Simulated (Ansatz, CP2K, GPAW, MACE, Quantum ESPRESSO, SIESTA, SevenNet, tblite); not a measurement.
## CP2K runs on twisted graphene bilayer, 46.83° (76 atoms)

Aim: run twisted graphene bilayer, 46.83° (76 atoms) in CP2K and see how near its forces come to a plane-wave reference, and at what cost.

Method: the method is named at each step, in CP2K 2026.2.

### 1. The structure

The cell holds 76 atoms: 76 C. Cell: a = 10.723 Å, b = 10.723 Å, c = 15.530 Å, α = 90.0°, β = 90.0°, γ = 120.0°. It derives from C (graphene). Graphene (a = 2.46 Å) under graphene (a = 2.46 Å), bilayer, commensurate cell of 19 unit cells a layer, twist 46.83 deg; facing planes 3.53 Å apart as built; 12 Å of vacuum; minimised with a classical potential Then every atom was moved at random, 0.05 Å r.m.s. a Cartesian component. Regions: layer 1, 38 atoms (38 C); layer 2, 38 atoms (38 C). Vacuum lies along c.

The yardstick, on the same geometry:

| Property | Result |
| --- | --- |
| method | Kohn-Sham DFT, PBE, SSSP efficiency 1.3.0 pseudopotentials, plane waves (Quantum ESPRESSO 7.5); sssp-pbe-1.3.0-efficiency, cutoffs 45/360 Ry, Γ point |
| r.m.s. force component | 2.982 eV/Å |
| longest force | 12.83 eV/Å |
| time | 98 s on 4 MPI ranks of Arm Neoverse V2, shared host |
| CPU time | 6.5 min |

### 2. PBE, DZVP-MOLOPT-SR, 450/50 Ry, diagonalisation

Method: Kohn-Sham DFT, PBE, GTH-PBE pseudopotentials, Gaussian and plane waves, DZVP-MOLOPT-SR-GTH, diagonalisation.

The input, input.inp:

```
&GLOBAL
  PROJECT cell
  RUN_TYPE ENERGY_FORCE
  PRINT_LEVEL LOW
&END GLOBAL
&FORCE_EVAL
  METHOD QS
  &DFT
    BASIS_SET_FILE_NAME BASIS_MOLOPT
    POTENTIAL_FILE_NAME GTH_POTENTIALS
    &MGRID
      CUTOFF 450
      REL_CUTOFF 50
    &END MGRID
    &QS
      EPS_DEFAULT 1.0E-12
    &END QS
    &SCF
      SCF_GUESS ATOMIC
      EPS_SCF 1.0E-06
      MAX_SCF 200
      ADDED_MOS 34
      &DIAGONALIZATION
        ALGORITHM STANDARD
      &END DIAGONALIZATION
      &SMEAR ON
        METHOD FERMI_DIRAC
        ELECTRONIC_TEMPERATURE [K] 580
      &END SMEAR
      &MIXING
        METHOD BROYDEN_MIXING
        ALPHA 0.15
        NBROYDEN 8
      &END MIXING
      &PRINT
        &RESTART OFF
        &END RESTART
      &END PRINT
    &END SCF
    &XC
      &XC_FUNCTIONAL PBE
      &END XC_FUNCTIONAL
    &END XC
    &PRINT
      &MULLIKEN ON
      &END MULLIKEN
      &LOWDIN ON
      &END LOWDIN
      &MO ON
        EIGENVALUES T
        OCCUPATION_NUMBERS T
        MO_INDEX_RANGE 141 164
        &EACH
          QS_SCF 0
        &END EACH
        ADD_LAST NUMERIC
      &END MO
    &END PRINT
  &END DFT
  &SUBSYS
    &CELL
      A 10.72290 0.00000 0.00000
      B -5.36145 9.28630 0.00000
      C 0.00000 0.00000 15.53000
    &END CELL
    &TOPOLOGY
      COORD_FILE_NAME structure.xyz
      COORD_FILE_FORMAT XYZ
    &END TOPOLOGY
    &KIND C
      BASIS_SET DZVP-MOLOPT-SR-GTH-q4
      POTENTIAL GTH-PBE-q4
    &END KIND
  &END SUBSYS
  &PRINT
    &FORCES ON
    &END FORCES
  &END PRINT
&END FORCE_EVAL
```

The input, structure.xyz:

```xyz
76

C -2.26141 7.13717 5.99613
C -1.39226 6.08104 6.05934
C 2.76565 0.35381 6.06990
C -1.69899 8.55055 6.11199
C 0.53984 1.24854 6.08326
C 1.40245 0.08766 6.03294
C 0.23789 3.73801 6.12705
C 1.17512 2.60666 6.10810
C -0.01930 6.25339 6.06804
C 0.84309 5.03364 6.10391
C -0.31166 8.56856 6.04226
C 0.45819 7.59229 6.05810
C 2.60808 2.77298 6.08667
C 3.38763 1.63801 6.09879
C 2.26570 5.28140 6.03527
C 3.05099 4.20484 5.97812
C 1.93591 7.70206 6.06773
C 2.83953 6.46735 6.06571
C 7.12124 0.80354 6.01586
C 2.52010 8.94921 6.09149
C 4.73700 1.79569 6.01073
C 5.61901 0.75943 5.97827
C 4.53943 4.21097 6.05111
C 5.38853 3.01238 6.04133
C 4.29168 6.75160 6.05996
C 5.09751 5.45709 6.03061
C 3.86287 9.05646 6.05390
C 4.80665 8.02949 6.13357
C 6.76620 3.27463 5.98495
C 7.65063 2.15934 6.11618
C 6.44200 5.77589 6.06975
C 7.29581 4.51361 6.11571
C -4.50946 8.13043 6.08403
C -3.69527 6.96575 6.08310
C 9.00284 2.26623 6.08093
C 9.83295 1.07545 6.11556
C -1.90766 4.70676 6.08807
C -1.09872 3.57030 6.02580
C 7.83828 0.34554 9.41553
C 7.26798 1.61136 9.51942
C 6.16797 4.20809 9.48790
C 5.67633 5.58376 9.52067
C 5.95984 1.78938 9.50032
C 5.39464 3.00050 9.48153
C 0.25220 8.64257 9.38789
C 5.08630 0.62014 9.49163
C 4.15839 5.72380 9.46538
C 3.72733 6.97559 9.47578
C 4.04248 3.23693 9.48603
C 3.37728 4.59208 9.45140
C 3.66439 0.76863 9.51896
C 3.13307 2.10270 9.49256
C 2.20693 7.19363 9.51197
C 1.63991 8.57042 9.51632
C 1.99108 4.73165 9.48262
C 1.39403 6.05439 9.43479
[... 16 atom lines left out ...]
C 8.20500 2.68959 9.46554
C 7.68505 4.02385 9.48976
C 6.44795 6.66283 9.45311
C 5.95855 7.96180 9.44286
```

The run is started by

```console
OMP_NUM_THREADS=2 cp2k.psmp -i input.inp > output.txt
```

Output:

```text
CP2K| version string:                                       CP2K version 2026.2
 CP2K| Input file name                                                 input.inp
 GLOBAL| Basis set file name                                        BASIS_MOLOPT
 GLOBAL| Potential file name                                      GTH_POTENTIALS
 GLOBAL| Run type                                                   ENERGY_FORCE
 GLOBAL| Total number of message passing processes                             1
 GLOBAL| Number of threads for this process                                    2
 TOTAL NUMBERS AND MAXIMUM NUMBERS
  Total number of            - Atomic kinds:                                   1
                             - Atoms:                                         76
                             - Shell sets:                                    76
                             - Shells:                                       380
                             - Primitive Cartesian functions:                380
                             - Cartesian basis functions:                   1064
                             - Spherical basis functions:                    988
  Maximum angular momentum of- Orbital basis functions:                        2
                             - Local part of the GTH pseudopotential:          2
                             - Non-local part of the GTH pseudopotential:      0
 SCF PARAMETERS         Density guess:                                    ATOMIC
                        max_scf:                                             200
                        eps_scf:                                        1.00E-06
                        added MOs                                        34    0
                        Mixing method:                            BROYDEN_MIXING
                                                charge density mixing in g-space
                        Smear method:                                FERMI_DIRAC
                        Electronic temperature [K]:                        580.0
                        Electronic temperature [a.u.]:                  1.84E-03
                        Accuracy threshold:                             1.00E-10
 Extrapolation method: initial_guess
 Number of electrons:                                                        304
 Number of occupied orbitals:                                                152
 Number of molecular orbitals:                                               186
 Number of orbital functions:                                                988
 Number of independent orbital functions:                                    988
 SCF WAVEFUNCTION OPTIMIZATION
  Step     Update method      Time    Convergence         Total energy    Change
     1 NoMix/Diag. 0.15E+00    3.9     0.92775661      -429.8958037768 -4.30E+02
     2 Broy./Diag. 0.15E+00    6.1     0.02118816      -413.2506764139  1.66E+01
     3 Broy./Diag. 0.15E+00    6.1     0.07754420      -428.0137801405 -1.48E+01
     4 Broy./Diag. 0.15E+00    6.4     0.01820655      -434.2335139123 -6.22E+00
     5 Broy./Diag. 0.15E+00    6.3     0.01704656      -433.8666891384  3.67E-01
     6 Broy./Diag. 0.15E+00    6.2     0.00532383      -433.1599221219  7.07E-01
     7 Broy./Diag. 0.15E+00    6.6     0.00257272      -432.6563608490  5.04E-01
[...]
21 Broy./Diag. 0.15E+00    6.5     0.00000323      -432.5419228122 -7.97E-05
    22 Broy./Diag. 0.15E+00    6.4     0.00000138      -432.5419423657 -1.96E-05
    23 Broy./Diag. 0.15E+00    6.4     0.00000051      -432.5419442701 -1.90E-06
  *** SCF run converged in    23 steps ***
  Electronic density on regular grids:       -303.9999999999        0.0000000001
  Core density on regular grids:              303.9999999997       -0.0000000003
  Total charge density on r-space grids:       -0.0000000002
  Total charge density g-space grids:          -0.0000000002
  Overlap energy of the core charge distribution:               3.74342e-05
  Self energy of the core charge distribution:              -1013.460602
  Core Hamiltonian energy:                                    319.214538
  Hartree energy:                                             395.008867
  Exchange-correlation energy:                               -133.304784
  Electronic entropic energy:                                  -0.000000
  Fermi energy:                                                 0.000861461
  Total energy:                                              -432.541944
  Total energy (extrapolated to T->0):                       -432.541944
 MO| EIGENVALUES AND OCCUPATION NUMBERS
 MO|
 MO|  Index      Eigenvalue [a.u.]        Eigenvalue [eV]             Occupation
 MO|    141              -0.102207              -2.781207               2.000000
 MO|    142              -0.098786              -2.688114               2.000000
 MO|    143              -0.096741              -2.632457               2.000000
 MO|    144              -0.094433              -2.569655               2.000000
 MO|    145              -0.090736              -2.469064               2.000000
 MO|    146              -0.086359              -2.349940               2.000000
[...]
MO|    162               0.085537               2.327575               0.000000
 MO|    163               0.087401               2.378297               0.000000
 MO|    164               0.090891               2.473259               0.000000
 MO| Sum:                                                             304.000000
 MO| E(Fermi):            0.000861 a.u.          0.023442 eV
 !-----------------------------------------------------------------------------!
                     Mulliken Population Analysis
 #  Atom  Element  Kind  Atomic population                           Net charge
       1     C        1          3.997380                              0.002620
       2     C        1          3.998775                              0.001225
       3     C        1          4.007228                             -0.007228
       4     C        1          3.992619                              0.007381
       5     C        1          3.996563                              0.003437
       6     C        1          4.000697                             -0.000697
[...]
# Total charge                            304.000000                 -0.000000
 !-----------------------------------------------------------------------------!
 LOWDIN POPULATION ANALYSIS
 #  Atom  Element  Kind  Atomic population                           Net charge
[...]
74     C        1          3.958760                              0.041240
      75     C        1          4.013493                             -0.013493
      76     C        1          3.991222                              0.008778
 # Total charge                            304.000000                  0.000000
 ENERGY| Total FORCE_EVAL ( QS ) energy [hartree]           -432.541931
 FORCES| Atomic forces [hartree/bohr]
 FORCES|   Atom     x               y               z               |f|
 FORCES|      1 -2.50842500E-02  7.31875864E-02  2.60163438E-02   8.16240930E-02
 FORCES|      2 -1.38120591E-02 -6.59177354E-02 -2.51827371E-03   6.73963094E-02
 FORCES|      3  5.06521321E-02 -9.92299414E-03  3.47900115E-03   5.17320765E-02
 FORCES|      4 -4.17528806E-02 -8.35191619E-02 -2.50293594E-02   9.66706899E-02
 FORCES|      5  1.24883874E-02  2.25860988E-02 -6.03419871E-04   2.58158051E-02
 FORCES|      6 -1.33832149E-02  7.06200532E-02  8.77097835E-03   7.24101679E-02
[...]
FORCES|     74 -7.35727909E-02  3.81656690E-02 -2.66621334E-03   8.29257652E-02
 FORCES|     75  9.93487491E-02  3.15201117E-02  2.53032746E-03   1.04259743E-01
 FORCES|     76 -3.17622544E-02  5.40071179E-02  1.98327927E-02   6.57187131E-02
 FORCES| Sum    -2.11685027E-04 -7.11782853E-05  6.73357634E-05
 FORCES| Total atomic force                                       2.33261664E-04
```

Elapsed: 2.6 min, on 2 threads of Arm Neoverse V2, shared host; peak memory 2.9 GiB.

Banners and routine set-up lines are dropped from the logs; longer cuts are marked.

Numbers from this run, and their distance from the reference:

```
r.m.s. force component                  : 3.024 eV/Å
r.m.s. difference of force components   : 48.84 meV/Å
longest difference of force vectors     : 149.8 meV/Å
force difference over r.m.s. force      : 1.638 %
slope of forces against the reference's : 1.014
correlation of force components         : 1
```

A closer look about C11, which bears the longest force: 10 atoms, nearest first, numbered in the order of the input, with positions taken from that point.

| atom | x | y | z | distance (Å) | bonds | Mulliken charge (e) | Fx | Fy | Fz (eV/Å) |
| --- | --- | --- | --- | --- | --- | --- | --- | --- | --- |
| C11 | 0.00 | 0.00 | 0.00 | 0.00 | 3 | 0.01 | -4.02 | 12.34 | -0.18 |
| C12 | 0.77 | -0.98 | 0.02 | 1.24 | 3 | -0.01 | 8.55 | -8.48 | -0.03 |
| C4 | -1.39 | -0.02 | 0.07 | 1.39 | 3 | 0.01 | -2.15 | -4.29 | -1.29 |
| C22 | 0.57 | 1.48 | -0.06 | 1.58 | 3 | 0.02 | 2.93 | -6.60 | 0.43 |
| C9 | 0.29 | -2.32 | 0.03 | 2.33 | 3 | 0.00 | 1.51 | -2.23 | 0.17 |
| C17 | 2.25 | -0.87 | 0.03 | 2.41 | 3 | 0.00 | -0.50 | -3.18 | 0.04 |
| C1 | -1.95 | -1.43 | -0.05 | 2.42 | 3 | 0.00 | -1.29 | 3.76 | 1.34 |
| C3 | -2.28 | 1.07 | 0.03 | 2.52 | 3 | -0.01 | 2.60 | -0.51 | 0.18 |
| C21 | -0.31 | 2.51 | -0.03 | 2.53 | 3 | -0.01 | 2.97 | -0.22 | 0.18 |
| C19 | 2.07 | 1.52 | -0.03 | 2.57 | 3 | 0.00 | -4.84 | 3.92 | 0.51 |

Forces lie 1.6 % from the reference's, at 0.74 times its CPU time (on 2 against 4 cores).

### 3. GFN1-xTB, diagonalisation

Method: GFN1-xTB tight binding (the program's own implementation), diagonalisation.

The input, input.inp:

```
&GLOBAL
  PROJECT cell
  RUN_TYPE ENERGY_FORCE
  PRINT_LEVEL LOW
&END GLOBAL
&FORCE_EVAL
  METHOD QS
  &DFT
    &QS
      METHOD XTB
      &XTB
        GFN_TYPE 1
        DO_EWALD T
        CHECK_ATOMIC_CHARGES F
      &END XTB
    &END QS
    &SCF
      SCF_GUESS ATOMIC
      EPS_SCF 1.0E-06
      MAX_SCF 200
      ADDED_MOS 57
      &DIAGONALIZATION
        ALGORITHM STANDARD
      &END DIAGONALIZATION
      &SMEAR ON
        METHOD FERMI_DIRAC
        ELECTRONIC_TEMPERATURE [K] 580
      &END SMEAR
      &MIXING
        METHOD BROYDEN_MIXING
        ALPHA 0.15
        NBROYDEN 8
      &END MIXING
      &PRINT
        &RESTART OFF
        &END RESTART
      &END PRINT
    &END SCF
    &PRINT
      &MULLIKEN ON
      &END MULLIKEN
    &END PRINT
  &END DFT
  &SUBSYS
    &CELL
      A 10.72290 0.00000 0.00000
      B -5.36145 9.28630 0.00000
      C 0.00000 0.00000 15.53000
    &END CELL
    &COORD
      C -2.26141 7.13717 5.99613
      C -1.39226 6.08104 6.05934
      C 2.76565 0.35381 6.06990
      C -1.69899 8.55055 6.11199
      C 0.53984 1.24854 6.08326
      C 1.40245 0.08766 6.03294
      C 0.23789 3.73801 6.12705
      C 1.17512 2.60666 6.10810
      C -0.01930 6.25339 6.06804
      C 0.84309 5.03364 6.10391
      C -0.31166 8.56856 6.04226
      C 0.45819 7.59229 6.05810
      C 2.60808 2.77298 6.08667
      C 3.38763 1.63801 6.09879
      C 2.26570 5.28140 6.03527
      C 3.05099 4.20484 5.97812
      C 1.93591 7.70206 6.06773
      C 2.83953 6.46735 6.06571
      C 7.12124 0.80354 6.01586
      C 2.52010 8.94921 6.09149
[... 52 atom lines left out ...]
      C 8.20500 2.68959 9.46554
      C 7.68505 4.02385 9.48976
      C 6.44795 6.66283 9.45311
      C 5.95855 7.96180 9.44286
    &END COORD
  &END SUBSYS
  &PRINT
    &FORCES ON
    &END FORCES
  &END PRINT
&END FORCE_EVAL
```

The run is started by

```console
OMP_NUM_THREADS=1 cp2k.psmp -i input.inp > output.txt
```

Output:

```text
CP2K| version string:                                       CP2K version 2026.2
 CP2K| Input file name                                                 input.inp
 GLOBAL| Basis set file name                                           BASIS_SET
 GLOBAL| Potential file name                                           POTENTIAL
[... lines left out ...]
                        Smear method:                                FERMI_DIRAC
[... lines left out ...]
 Number of electrons:                                                        304
[... lines left out ...]
  Step     Update method      Time    Convergence         Total energy    Change
[... lines left out ...]
  *** SCF run converged in    32 steps ***
[... lines left out ...]
  Fermi energy:                                                -0.361742
  Total energy:                                              -161.263271
  Total energy (extrapolated to T->0):                       -161.263271
[... lines left out ...]
      75     C          1                 3.998600                      0.001400
      76     C          1                 4.004084                     -0.004084
 # Total charge                         304.000000                      0.000000
 ENERGY| Total FORCE_EVAL ( QS ) energy [hartree]           -161.263271
 FORCES| Atomic forces [hartree/bohr]
 FORCES|   Atom     x               y               z               |f|
 FORCES|      1 -2.13671232E-02  7.22463213E-02  2.42449414E-02   7.91448171E-02
 FORCES|      2 -1.47307182E-02 -6.13624038E-02 -4.60154912E-04   6.31074512E-02
 FORCES|      3  4.63664384E-02 -8.47579055E-03  3.80363760E-03   4.72879825E-02
[...]
FORCES|     75  8.89098452E-02  2.90265054E-02  1.20223252E-03   9.35357897E-02
 FORCES|     76 -2.59357565E-02  5.18594217E-02  1.58165470E-02   6.01017990E-02
 FORCES| Sum     2.81025203E-15 -1.59594560E-16 -4.21537805E-15
 FORCES| Total atomic force                                       5.06876701E-15
```

Elapsed: 2.2 s, on 1 thread; peak memory 0.2 GiB.

Numbers from this run, and their distance from the reference:

```yaml
r_m_s_force_component: 2.895 eV/Å
r_m_s_difference_of_force_components: 170.8 meV/Å
longest_difference_of_force_vectors: 575.8 meV/Å
force_difference_over_r_m_s_force: 5.727 %
slope_of_forces_against_the_reference_s: 0.9694
correlation_of_force_components: 0.9988
```

Against the first run (1.6 %), the force difference from the reference is 5.7 %, at 0.0077 times the CPU time (on 1 against 2 cores); the model has changed, so this is no error of the program alone.

(Part 1 of 4 ends here.)

[Long decimals in the printed logs are rounded to 6 places.]

[Also dropped from logs without a mark: lines with file paths, logging warnings of Python, QE's lines on negative density and diagonalisation, SIESTA's first energy breakdown, zero terms and Voronoi charges.]

[Logs are printed without paths, hosts, clocks, repeated set-up lines and the standing remarks that a program may print on its own settings, such as how far it seeks lower states.]

[Hosts, paths, dates, database ids (printed as entryN), source tags and the programs' standing remarks are cut or masked in the printed files.]

[Most failed runs of this program on this cell are left out, timed-out ones always.]
